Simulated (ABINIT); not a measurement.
# Quasiparticle gap of CdS (Greenockite) in ABINIT, part 2 of 3

Aim: the G0W0 gap of CdS (Greenockite) on PBE, step by step.

ABINIT 10.8.3; PBE and many-body steps on it, plane waves. Known limits of the many-body steps: not at the basis limit; no spin-orbit coupling; coarse k mesh.

So far. Step 2 (Ground state): The gap is direct, at Γ.

The database entry behind the starting cell differs from later determinations by our own check (about 0.35 % long), so it need not match the best structure at ambient conditions.

## Step 3: Bands along the symmetry lines

Level of this step: DFT, PBE, plane waves, norm-conserving pseudopotentials (ABINIT).

The cheap functional maps the bands first; the places of the edges decide which points the dearer methods must see.

run.abi reads:

```
acell 3*1.0 Angstrom
rprim 
  4.149999999997 0.000000000001 0.000000000000
  -2.074999999999 3.594005425702 0.000000000000
  0.000000000000 0.000000000000 6.737000000000
ntypat 2
znucl 48 16
natom 4
typat 1 1 2 2
xred 
  0.333333333333 0.666666666667 0.000000000000
  0.666666666667 0.333333333333 0.500000000000
  0.333333333333 0.666666666667 0.375000000000
  0.666666666667 0.333333333333 0.875000000000
pp_dirpath "pseudos"
pseudos "Cd.upf, S.upf"
ecut 47
iscf -2
irdden 1
kptopt 0
nkpt 39
kpt 
  0.00000000 0.00000000 0.00000000
  0.12500000 0.00000000 0.00000000
  0.25000000 0.00000000 0.00000000
  0.37500000 0.00000000 0.00000000
  0.50000000 0.00000000 0.00000000
  0.45833333 0.08333333 0.00000000
  0.41666666 0.16666666 0.00000000
  0.37500000 0.25000000 0.00000000
  0.33333333 0.33333333 0.00000000
  0.25000000 0.25000000 0.00000000
  0.16666666 0.16666666 0.00000000
  0.08333333 0.08333333 0.00000000
  0.00000000 0.00000000 0.00000000
  0.00000000 0.00000000 0.12500000
  0.00000000 0.00000000 0.25000000
  0.00000000 0.00000000 0.37500000
  0.00000000 0.00000000 0.50000000
  0.12500000 0.00000000 0.50000000
  0.25000000 0.00000000 0.50000000
  0.37500000 0.00000000 0.50000000
  0.50000000 0.00000000 0.50000000
  0.45833333 0.08333333 0.50000000
  0.41666666 0.16666666 0.50000000
  0.37500000 0.25000000 0.50000000
  0.33333333 0.33333333 0.50000000
  0.25000000 0.25000000 0.50000000
  0.16666666 0.16666666 0.50000000
  0.08333333 0.08333333 0.50000000
  0.00000000 0.00000000 0.50000000
  0.50000000 0.00000000 0.50000000
  0.50000000 0.00000000 0.37500000
  0.50000000 0.00000000 0.25000000
  0.50000000 0.00000000 0.12500000
  0.50000000 -0.00000000 0.00000000
  0.33333333 0.33333333 0.50000000
  0.33333333 0.33333333 0.37500000
  0.33333333 0.33333333 0.25000000
  0.33333333 0.33333333 0.12500000
  0.33333333 0.33333333 0.00000000
istwfk *1
nband 33
nbdbuf 2
tolwfr 1e-08
nstep 40
prtwf 0
prtvol 0
indata_prefix "in"
outdata_prefix "out"
tmpdata_prefix "tmp"
```

Command:

```sh
> OMP_NUM_THREADS=1 mpirun -n 4 abinit run.abi > log
```

Numbers of over 12 decimals in the logs are rounded to 6 here.

The log of the run:

```text
.Version 10.8.3 of ABINIT. v10.8.2 released Aug 2026.

 Symmetries : space group P6_3 m c (#186); Bravais hP (primitive hexag.)
[... echo of the input left out ...]
== DATASET  1 ==================================================================
-   mpi_nproc: 4, omp_nthreads: 1 (-1 if OMP is not activated)

--- !DatasetInfo
iteration_state: {dtset: 1, }
dimensions: {natom: 4, nkpt: 39, mband: 33, nsppol: 1, nspinor: 1, nspden: 1, mpw: 10466, }
cutoff_energies: {ecut:  47.0, pawecutdg:  -1.0, }
electrons: {nelect:   5.20000000E+01, charge:   0.00000000E+00, occopt:   1.00000000E+00, tsmear:   1.00000000E-02, }

 Real(R)+Recip(G) space primitive vectors, cartesian coordinates (Bohr,Bohr^-1):
 R(1)=  7.8423634  0.0000000  0.0000000  G(1)=  0.1275126  0.0736194  0.0000000
 R(2)= -3.9211817  6.7916859  0.0000000  G(2)=  0.0000000  0.1472388  0.0000000
 R(3)=  0.0000000  0.0000000 12.7310849  G(3)=  0.0000000  0.0000000  0.0785479
 Unit cell volume ucvol=  6.7809411E+02 bohr^3
 Angles (23,13,12)=  9.00000000E+01  9.00000000E+01  1.20000000E+02 degrees

 getcut: wavevector=  0.0000  0.0000  0.0000  ngfft=  50  50  80
         ecut(hartree)=     47.000   => boxcut(ratio)=   2.03615

--- Pseudopotential description ------------------------------------------------
- Cd Generated using ONCVPSP code by D. R. Hamann
- 48.00000  20.00000  171031                  znucl, zion, pspdat
12 -101130 2 -1 1368                          pspcod,pspxc,lmax,lloc,mmax
     nproj     2     2     2
  pspatm : epsatm=   23.16453630
         --- l  ekb(1:nproj) -->
             0   51.917189    3.534234
             1    8.636196    1.282240
             2    0.687672   -0.678465
 pspatm: atomic psp has been read  and splines computed

- S Generated using ONCVPSP code by D. R. Hamann
- 16.00000   6.00000  171031                  znucl, zion, pspdat
12 -101130 2 -1 1146                          pspcod,pspxc,lmax,lloc,mmax
     nproj     2     2     2
  pspatm : epsatm=    9.01821529
         --- l  ekb(1:nproj) -->
[...]
pspatm: atomic psp has been read  and splines computed

--------------------------------------------------------------------------------

================================================================================
 prteigrs : about to open file out_EIG
 Non-SCF case, kpt    1 (  0.00000  0.00000  0.00000), residuals and eigenvalues=
  4.19E-09  3.82E-09  6.55E-09  4.47E-09  2.57E-09  6.13E-09  2.73E-09  8.09E-09
  2.86E-09  4.86E-09  4.75E-09  5.88E-09  6.72E-09  2.68E-09  5.30E-09  3.04E-09
  4.96E-09  7.02E-09  6.65E-09  8.10E-09  6.21E-09  7.46E-09  6.01E-09  2.10E-09
[...]
7.95E-05
 -3.5688E+00 -3.5687E+00 -2.1380E+00 -2.1380E+00 -2.1379E+00 -2.1379E+00
 -2.1379E+00 -2.1379E+00 -2.9514E-01 -2.7942E-01 -1.2671E-01 -1.2578E-01
 -1.2578E-01 -1.2266E-01 -1.2266E-01 -1.1137E-01 -1.1137E-01 -1.0811E-01
[...]
1.29E-05
[...]
Non-SCF case, kpt   38 (  0.33333  0.33333  0.12500), residuals and eigenvalues=
[...]
Non-SCF case, kpt   39 (  0.33333  0.33333  0.00000), residuals and eigenvalues=
[...]
-9.0672E-02 -9.0672E-02  2.2522E-02  2.2522E-02  4.4602E-02  8.8961E-02
  8.8961E-02  9.7912E-02  3.2676E-01  3.4227E-01  3.4227E-01  4.1885E-01
[...]
--- !ResultsGS
iteration_state: {dtset: 1, }
comment   : Summary of ground state results
lattice_vectors:
- [  7.8423634,   0.0000000,   0.0000000, ]
- [ -3.9211817,   6.7916859,   0.0000000, ]
- [  0.0000000,   0.0000000,  12.7310849, ]
lattice_lengths: [   7.84236,    7.84236,   12.73108, ]
lattice_angles: [ 90.000,  90.000, 120.000, ] # degrees, (23, 13, 12)
lattice_volume:   6.7809411E+02
convergence: {deltae:  0.000E+00, res2:  0.000E+00, residm:  9.992E-09, diffor:  0.000E+00, }
etotal    :  -3.72830653E+02
entropy   :   0.00000000E+00
fermie    :   1.56514680E-01
cartesian_stress_tensor: null
pressure_GPa: null
xred      :
- [  3.3333E-01,   6.6667E-01,   0.0000E+00, Cd]
- [  6.6667E-01,   3.3333E-01,   5.0000E-01, Cd]
- [  3.3333E-01,   6.6667E-01,   3.7500E-01,  S]
- [  6.6667E-01,   3.3333E-01,   8.7500E-01,  S]
cartesian_forces: null
force_length_stats: {min: null, max: null, mean: null, }

 Integrated electronic density in atomic spheres:
 ------------------------------------------------
 Atom  Sphere_radius  Integrated_density
[...]
================================================================================

 ----iterations are completed or convergence reached----

 Mean square residual over all n,k,spin=   49.970E-10; max=  99.916E-10
 reduced coordinates (array xred) for    4 atoms
[...]
0.333333333333      0.666666666667      0.375000000000
       0.666666666667      0.333333333333      0.875000000000

 cartesian coordinates (angstrom) at end:
    1     -3.3e-13     2.396004     0.000000
    2      2.075000     1.198002     3.368500
    3     -3.3e-13     2.396004     2.526375
    4      2.075000     1.198002     5.894875
 length scales=  1.889726125908  1.889726125908  1.889726125908 bohr
              =  1.000000000000  1.000000000000  1.000000000000 angstroms
 prteigrs : about to open file out_EIG
 Eigenvalues (hartree) for nkpt=  39  k points:
 kpt#   1, nband= 33, wtk=  1.00000, kpt=  0.0000  0.0000  0.0000 (reduced coord)
[...]
kpt#   2, nband= 33, wtk=  1.00000, kpt=  0.1250  0.0000  0.0000 (reduced coord)
[...]
kpt#   3, nband= 33, wtk=  1.00000, kpt=  0.2500  0.0000  0.0000 (reduced coord)
[...]
kpt#  38, nband= 33, wtk=  1.00000, kpt=  0.3333  0.3333  0.1250 (reduced coord)
[...]
0.48591
 kpt#  39, nband= 33, wtk=  1.00000, kpt=  0.3333  0.3333  0.0000 (reduced coord)
[...]
-0.11064   -0.10861   -0.09067   -0.09067    0.02252    0.02252    0.04460    0.08896
   0.08896    0.09791    0.32676    0.34227    0.34227    0.41885    0.42808    0.42808
   0.47372

== END DATASET(S) ==============================================================
================================================================================

 -outvars: echo values of variables after computation  --------
            nband          33
             nkpt          39
          spgroup         186
 [... the other variables as echoed above ...]

 Calculation completed.
```

Elapsed: 62 s, on 4 MPI ranks of Intel Xeon 6975P-C (Granite Rapids), shared host; peak memory 0.6 GiB.

This step gave:

```
gap                        : 1.175 eV
k of the valence top       : 0, 0, 0
k of the conduction bottom : 0, 0, 0
least direct gap           : 1.175 eV
```

The gap is 1.175 eV, as in the run before at this level.

The electronic bands at the labelled points (eV, zero at the top of the highest filled band):

| point | band 23 | band 24 | band 25 | band 26 | band 27 | band 28 | band 29 | band 30 |
| --- | --- | --- | --- | --- | --- | --- | --- | --- |
| Γ | -0.76 | -0.05 | 0.00 | 0.00 | 1.18 | 2.76 | 6.44 | 6.44 |
| halfway | -1.92 | -1.35 | -0.50 | -0.37 | 2.95 | 3.98 | 5.48 | 6.38 |
| M | -2.63 | -1.85 | -1.29 | -0.73 | 3.69 | 3.86 | 5.09 | 6.36 |
| halfway | -2.66 | -2.15 | -1.43 | -1.18 | 4.29 | 4.67 | 4.92 | 6.42 |
| K | -3.05 | -1.84 | -1.84 | -1.59 | 4.63 | 5.05 | 5.05 | 7.14 |
| halfway | -2.37 | -1.64 | -0.65 | -0.62 | 3.37 | 4.49 | 5.54 | 5.78 |
| Γ | -0.76 | -0.05 | 0.00 | 0.00 | 1.18 | 2.76 | 6.44 | 6.44 |
| halfway | -0.65 | -0.65 | -0.12 | -0.12 | 2.06 | 2.84 | 6.28 | 6.51 |
| A | -0.39 | -0.39 | -0.39 | -0.39 | 2.82 | 2.82 | 6.16 | 6.16 |
| halfway | -1.31 | -1.31 | -0.88 | -0.88 | 3.79 | 3.79 | 5.39 | 5.39 |
| L | -1.32 | -1.32 | -1.32 | -1.32 | 3.46 | 3.46 | 5.36 | 5.36 |
| halfway | -1.93 | -1.93 | -1.16 | -1.16 | 3.98 | 3.98 | 5.69 | 5.69 |
| H | -2.38 | -2.38 | -1.11 | -1.11 | 4.36 | 4.36 | 6.08 | 6.08 |
| halfway | -1.33 | -1.33 | -1.17 | -1.17 | 4.11 | 4.11 | 5.40 | 5.40 |
| A | -0.39 | -0.39 | -0.39 | -0.39 | 2.82 | 2.82 | 6.16 | 6.16 |
| jump to L | -1.32 | -1.32 | -1.32 | -1.32 | 3.46 | 3.46 | 5.36 | 5.36 |
| halfway | -2.12 | -1.70 | -1.11 | -0.91 | 3.30 | 3.89 | 5.55 | 5.61 |
| M | -2.63 | -1.85 | -1.29 | -0.73 | 3.69 | 3.86 | 5.09 | 6.36 |
| jump to H | -2.38 | -2.38 | -1.11 | -1.11 | 4.36 | 4.36 | 6.08 | 6.08 |
| halfway | -2.86 | -1.85 | -1.47 | -1.47 | 4.75 | 4.75 | 5.07 | 6.71 |
| K | -3.05 | -1.84 | -1.84 | -1.59 | 4.63 | 5.05 | 5.05 | 7.14 |

## Step 4: Empty states on the mesh, 3×3×2 mesh, 126 bands

The sums over transitions need many empty states on a uniform mesh; this step solves for them.

run.abi reads:

```
acell 3*1.0 Angstrom
rprim 
  4.149999999997 0.000000000001 0.000000000000
  -2.074999999999 3.594005425702 0.000000000000
  0.000000000000 0.000000000000 6.737000000000
ntypat 2
znucl 48 16
natom 4
typat 1 1 2 2
xred 
  0.333333333333 0.666666666667 0.000000000000
  0.666666666667 0.333333333333 0.500000000000
  0.333333333333 0.666666666667 0.375000000000
  0.666666666667 0.333333333333 0.875000000000
pp_dirpath "pseudos"
pseudos "Cd.upf, S.upf"
ecut 47
ngkpt 3 3 2
nshiftk 1
shiftk 0 0 0
kptopt 1
chksymbreak 0
iscf -2
irdden 1
istwfk *1
nband 126
nbdbuf 10
tolwfr 1e-09
nstep 60
prtvol 0
indata_prefix "in"
outdata_prefix "out"
tmpdata_prefix "tmp"
```

The log of the run:

```text
.Version 10.8.3 of ABINIT. v10.8.2 released Aug 2026.

 Symmetries : space group P6_3 m c (#186); Bravais hP (primitive hexag.)
[... echo of the input left out ...]
== DATASET  1 ==================================================================
-   mpi_nproc: 4, omp_nthreads: 1 (-1 if OMP is not activated)

--- !DatasetInfo
iteration_state: {dtset: 1, }
dimensions: {natom: 4, nkpt: 6, mband: 126, nsppol: 1, nspinor: 1, nspden: 1, mpw: 10458, }
cutoff_energies: {ecut:  47.0, pawecutdg:  -1.0, }
electrons: {nelect:   5.20000000E+01, charge:   0.00000000E+00, occopt:   1.00000000E+00, tsmear:   1.00000000E-02, }

 Real(R)+Recip(G) space primitive vectors, cartesian coordinates (Bohr,Bohr^-1):
 R(1)=  7.8423634  0.0000000  0.0000000  G(1)=  0.1275126  0.0736194  0.0000000
 R(2)= -3.9211817  6.7916859  0.0000000  G(2)=  0.0000000  0.1472388  0.0000000
 R(3)=  0.0000000  0.0000000 12.7310849  G(3)=  0.0000000  0.0000000  0.0785479
 Unit cell volume ucvol=  6.7809411E+02 bohr^3
 Angles (23,13,12)=  9.00000000E+01  9.00000000E+01  1.20000000E+02 degrees

 getcut: wavevector=  0.0000  0.0000  0.0000  ngfft=  50  50  80
         ecut(hartree)=     47.000   => boxcut(ratio)=   2.03615

--- Pseudopotential description ------------------------------------------------
- Cd Generated using ONCVPSP code by D. R. Hamann
- 48.00000  20.00000  171031                  znucl, zion, pspdat
12 -101130 2 -1 1368                          pspcod,pspxc,lmax,lloc,mmax
     nproj     2     2     2
  pspatm : epsatm=   23.16453630
         --- l  ekb(1:nproj) -->
             0   51.917189    3.534234
             1    8.636196    1.282240
             2    0.687672   -0.678465
 pspatm: atomic psp has been read  and splines computed

- S Generated using ONCVPSP code by D. R. Hamann
- 16.00000   6.00000  171031                  znucl, zion, pspdat
12 -101130 2 -1 1146                          pspcod,pspxc,lmax,lloc,mmax
     nproj     2     2     2
  pspatm : epsatm=    9.01821529
         --- l  ekb(1:nproj) -->
[...]
pspatm: atomic psp has been read  and splines computed

--------------------------------------------------------------------------------

================================================================================
 prteigrs : about to open file out_EIG
 Non-SCF case, kpt    1 (  0.00000  0.00000  0.00000), residuals and eigenvalues=
  5.33E-10  5.03E-10  3.64E-10  3.00E-10  3.70E-10  3.80E-10  2.95E-10  5.87E-10
  7.87E-10  4.14E-10  9.51E-10  9.96E-11  7.24E-10  9.09E-11  6.65E-10  1.79E-10
  9.74E-10  1.69E-10  6.22E-10  1.10E-10  2.35E-10  3.28E-10  5.15E-10  2.53E-10
[...]
6.33E-07  4.94E-05  5.50E-06  6.66E-04  1.48E-04  9.21E-05
 -3.5688E+00 -3.5687E+00 -2.1380E+00 -2.1380E+00 -2.1379E+00 -2.1379E+00
 -2.1379E+00 -2.1379E+00 -2.9514E-01 -2.7942E-01 -1.2671E-01 -1.2578E-01
[...]
1.9735E+00  2.0063E+00  2.0079E+00  2.0081E+00  2.0270E+00  2.0481E+00
 prteigrs : prtvol=0 or 1, do not print more k-points.

--- !ResultsGS
iteration_state: {dtset: 1, }
comment   : Summary of ground state results
lattice_vectors:
- [  7.8423634,   0.0000000,   0.0000000, ]
- [ -3.9211817,   6.7916859,   0.0000000, ]
- [  0.0000000,   0.0000000,  12.7310849, ]
lattice_lengths: [   7.84236,    7.84236,   12.73108, ]
lattice_angles: [ 90.000,  90.000, 120.000, ] # degrees, (23, 13, 12)
lattice_volume:   6.7809411E+02
convergence: {deltae:  0.000E+00, res2:  0.000E+00, residm:  9.961E-10, diffor:  0.000E+00, }
etotal    :  -3.72830653E+02
entropy   :   0.00000000E+00
fermie    :   1.56514680E-01
cartesian_stress_tensor: null
pressure_GPa: null
xred      :
- [  3.3333E-01,   6.6667E-01,   0.0000E+00, Cd]
- [  6.6667E-01,   3.3333E-01,   5.0000E-01, Cd]
- [  3.3333E-01,   6.6667E-01,   3.7500E-01,  S]
- [  6.6667E-01,   3.3333E-01,   8.7500E-01,  S]
cartesian_forces: null
force_length_stats: {min: null, max: null, mean: null, }

 Integrated electronic density in atomic spheres:
 ------------------------------------------------
 Atom  Sphere_radius  Integrated_density
[...]
================================================================================

 ----iterations are completed or convergence reached----

 Mean square residual over all n,k,spin=   45.600E-11; max=  99.609E-11
 reduced coordinates (array xred) for    4 atoms
[...]
0.333333333333      0.666666666667      0.375000000000
       0.666666666667      0.333333333333      0.875000000000

 cartesian coordinates (angstrom) at end:
    1     -3.3e-13     2.396004     0.000000
    2      2.075000     1.198002     3.368500
    3     -3.3e-13     2.396004     2.526375
    4      2.075000     1.198002     5.894875
 length scales=  1.889726125908  1.889726125908  1.889726125908 bohr
              =  1.000000000000  1.000000000000  1.000000000000 angstroms
 prteigrs : about to open file out_EIG
 Eigenvalues (hartree) for nkpt=   6  k points:
 kpt#   1, nband=126, wtk=  0.05556, kpt=  0.0000  0.0000  0.0000 (reduced coord)
[...]
1.72048    1.73489    1.75592    1.77875    1.77875    1.79063    1.82901    1.82901
   1.88442    1.88442    1.89265    1.90292    1.90292    1.92081    1.95233    1.97347
   1.97348    2.00630    2.00789    2.00812    2.02704    2.04805
 prteigrs : prtvol=0 or 1, do not print more k-points.

== END DATASET(S) ==============================================================
================================================================================

 -outvars: echo values of variables after computation  --------
            nband         126
             nkpt           6
          spgroup         186
 [... the other variables as echoed above ...]

 Calculation completed.
```

It took 83 s on 4 MPI ranks; peak memory 0.55 GiB.

Numbers from this step:

```yaml
gap: 1.175 eV
k_of_the_valence_top: 0, 0, 0
k_of_the_conduction_bottom: 0, 0, 0
least_direct_gap: 1.175 eV
k_points_computed: 6
lowest_point_of_the_top_converged_band_above_the_valence_top: 47.23 eV
```

On this mesh the gap is 1.175 eV.

## Step 5: Screening, 3×3×2 mesh, 116 bands, screening to 119.7 eV

The RPA dielectric matrix is built and inverted for each q.

This step: RPA screening on PBE, plane waves, norm-conserving pseudopotentials.

Edit run.abi of step 4 so:

```diff
@@ -22,10 +22,11 @@
 chksymbreak 0
-iscf -2
-irdden 1
 istwfk *1
-nband 126
-nbdbuf 10
-tolwfr 1e-09
-nstep 60
-prtvol 0
+occopt 1
+irdwfk 1
+optdriver 3
+nband 116
+ecuteps 4.4
+inclvkb 2
+awtr 1
+symchi 1
 indata_prefix "in"
```

The log of the run:

```text
.Version 10.8.3 of ABINIT. v10.8.2 released Aug 2026.

 Symmetries : space group P6_3 m c (#186); Bravais hP (primitive hexag.)
[... echo of the input left out ...]
== DATASET  1 ==================================================================
-   mpi_nproc: 4, omp_nthreads: 1 (-1 if OMP is not activated)

--- !DatasetInfo
iteration_state: {dtset: 1, }
dimensions: {natom: 4, nkpt: 6, mband: 116, nsppol: 1, nspinor: 1, nspden: 1, mpw: 10458, }
cutoff_energies: {ecut:  47.0, pawecutdg:  -1.0, }
electrons: {nelect:   5.20000000E+01, charge:   0.00000000E+00, occopt:   1.00000000E+00, tsmear:   1.00000000E-02, }

 SCREENING: Calculation of the susceptibility and dielectric matrices

 Based on a program developped by R.W. Godby, V. Olevano, G. Onida, and L. Reining.
 Incorporated in ABINIT by V. Olevano, G.-M. Rignanese, and M. Torrent.
.Using double precision arithmetic ; gwpc =  8

[... cell and pseudopotentials left out ...]
--------------------------------------------------------------------------------

 ==== K-mesh for the wavefunctions ====
 Number of points in the irreducible wedge :     6
[... list of points left out ...]
 Together with 12 symmetry operations and time-reversal symmetry
 yields    18 points in the full Brillouin Zone.

 ==== Q-mesh for the screening function ====
 Number of points in the irreducible wedge :     6
[... list of points left out ...]
 Together with 12 symmetry operations and time-reversal symmetry
 yields    18 points in the full Brillouin Zone.

 setmesh: FFT mesh size selected  =    27x   27x   54
          total number of points  =        39366

 vcoul_init : cutoff-mode = AUXILIARY_FUNCTION
 q-points for optical limit:   1
     1)      0.000010    0.000020    0.000030

- screening: taking advantage of time-reversal symmetry
- Maximum band index for partially occupied states nbvw = 26
- Remaining bands to be divided among processors   nbcw = 90
- Number of bands treated by each node ~22

 Number of electrons calculated from density =   52.0000; Expected =   52.0000
 average of density, n =  0.076686
 r_s =    1.4602
 omega_plasma =   26.7124 [eV]

 calculating chi0 at frequencies [eV] :
  1    0.000000E+00    0.000000E+00
  2    0.000000E+00    2.671236E+01

--------------------------------------------------------------------------------
  q-point number  1        q = ( 0.000000, 0.000000, 0.000000) [r.l.u.]
--------------------------------------------------------------------------------
[... chi0 elements left out ...]
 For q-point:  0.000010 0.000020 0.000030
  dielectric constant =  13.8905
  dielectric constant without local fields =  14.7049

  Average fulfillment of the sum rule on Im[epsilon] for q-point    1 :     47.70  [%]
[... wings left out ...]
  q-point number  2        q = ( 0.333333, 0.000000, 0.000000) [r.l.u.]
--------------------------------------------------------------------------------
[... chi0 elements left out ...]
  Average fulfillment of the sum rule on Im[epsilon] for q-point    2 :     52.77  [%]

 [... 4 further q-points ...]
```

The job ended after 33 s (4 MPI ranks; peak memory 1.4 GiB).

Numbers from this step:

| Quantity | Value |
| --- | --- |
| ε∞ with local fields, on this mesh, along the program's q direction | 13.89 |
| the same without local fields | 14.70 |
| plasma frequency | 26.71 eV |
| plane waves in the screening matrix | 313 |

Local fields lower ε∞ by 6 %. On a Γ-centred mesh this coarse the value itself is usually too large, while a short band sum pulls it down.

(Part 2 of 3 ends here.)

[Paths, hosts, dates, memory and timing lines, banners, echoed tables and standing remarks are left out of the program output.]

[Logs are printed without paths, hosts, clocks, repeated set-up lines and the standing remarks that a program may print on its own settings, such as how far it seeks lower states.]

[Runs of the session that timed out or met a known fault of the program may be left out.]

[Hosts, paths, dates, database ids (printed as entryN), source tags and the programs' standing remarks are cut or masked in the printed files.]

[G0W0 gaps are taken among the corrected bands and points alone; a level outside them can change the order at an edge.]

[Where Ansatz stands beside ABINIT at settings called matched, ABINIT's density can come from a denser mesh and the files from another edition; pairs whose starting gaps differed by over 0.03 eV were left out, so agreement reads better than it is.]
